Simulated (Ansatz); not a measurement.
**How far is PAW off for TaS2?**

```
CELL_PARAMETERS angstrom
3.38286 0.00000 0.00000
-1.69143 2.92964 0.00000
0.00000 0.00000 6.16798
ATOMIC_POSITIONS crystal
Ta 0.00000 0.00000 0.00000
S 0.66667 0.33333 0.75428
S 0.33333 0.66667 0.24572
```

Atoms are numbered in the order listed.

The cell is the one relaxed in the Materials Project (mp-1690), not relaxed further here; entries there can be hypothetical.

Spin polarisation is left out, and whether a magnetic state lies lower isn't shown here.

No spin–orbit coupling, which matters for the heavy atoms here.

All numbers are computed: DFT, PBE, PAW with Ansatz's default frozen-core files, scalar-relativistic (Ansatz 0.2.0); DFT, PBE, all-electron PAW with datasets made for the crystal, scalar-relativistic (Ansatz 0.2.0); DFT, PBE, all-electron LAPW, scalar-relativistic (Ansatz 0.2.0).

For PAW: a Γ-centred 12×12×6 k mesh, Fermi–Dirac smearing of 0.08 eV, cutoff 420 eV, no spin polarisation. The crystal-made all-electron datasets (AE datasets) take a cutoff of 400 eV at this cell. LAPW targets a basis error of 1 meV/atom. The Ansatz runs share mesh, smearing and spin set-up. Plane-wave (PAW) pressures include the program's estimate of the Pulay term.

Stress and pressure are positive in compression.

Levels count from the Fermi level.

```json
{"quantity": "pressure (GPa)", "PAW": "1.33", "AE datasets": "1.37", "LAPW": "1.38"}
{"quantity": "stress xx (GPa)", "PAW": "0.73", "AE datasets": "0.78", "LAPW": "0.78"}
{"quantity": "stress zz (GPa)", "PAW": "2.53", "AE datasets": "2.56", "LAPW": "2.56"}
{"quantity": "force on S2, z (eV/Å)", "PAW": "-0.195", "AE datasets": "-0.198", "LAPW": "-0.198"}
{"quantity": "highest filled level at L (eV)", "PAW": "-1.214", "AE datasets": "-1.215", "LAPW": "-1.215"}
{"quantity": "lowest empty level at L (eV)", "PAW": "2.376", "AE datasets": "2.380", "LAPW": "2.379"}
{"quantity": "highest filled level at H (eV)", "PAW": "-3.530", "AE datasets": "-3.532", "LAPW": "-3.532"}
{"quantity": "lowest empty level at H (eV)", "PAW": "1.306", "AE datasets": "1.306", "LAPW": "1.306"}
{"quantity": "highest filled level at Γ (eV)", "PAW": "-0.799", "AE datasets": "-0.798", "LAPW": "-0.798"}
{"quantity": "lowest empty level at Γ (eV)", "PAW": "0.084", "AE datasets": "0.086", "LAPW": "0.086"}
```

PAW's pressure differs from the LAPW value by -0.04 GPa.
